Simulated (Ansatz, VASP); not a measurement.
HfB5 in VASP and in Ansatz

```
Hf B
1.0
     0.00000    3.21481    3.21481
     3.21481    0.00000    3.21481
     3.21481    3.21481    0.00000
Hf B
1 5
Direct
  0.75000 0.75000 0.75000
  0.25000 0.25000 0.25000
  0.59272 0.59272 0.59272
  0.59272 0.59272 0.22185
  0.59272 0.22185 0.59272
  0.22185 0.59272 0.59272
```

Alike in both runs: task single point; functional PBE; k mesh 6 × 6 × 6; occupations gaussian, width 0.1 eV; no spin polarisation.

```csv
,VASP,Ansatz
version,VASP 6.6.1,Ansatz 0.2.0
potentials or method,"VASP PAW PBE potentials, release 64 (Hf_pv, B)","scalar-relativistic, plane waves, PAW"
plane-wave cutoff (eV),520,420
valence electrons in the cell,25,41
```

|  | VASP | Ansatz | Ansatz less VASP |
| --- | --- | --- | --- |
| gap on the k mesh at the Fermi level (eV) | none | none | - |
| rms of the force components (eV/Å) | 4.764 | 4.577 | -0.1877 |

Atom by atom the forces differ by 0.188 eV/Å (rms over components). A gap of «none» marks a metal or a gap that the smearing closes. The functional is the same, so the differences come from potentials, cutoffs and numerics. The two sets of potentials don't hold the same shells in valence.

Caveats: forces of over 1 eV/Å show positions far from the minimum, so gaps and moduli don't describe the material at rest. Spin-orbit coupling is left out, which matters for the levels of Hf.
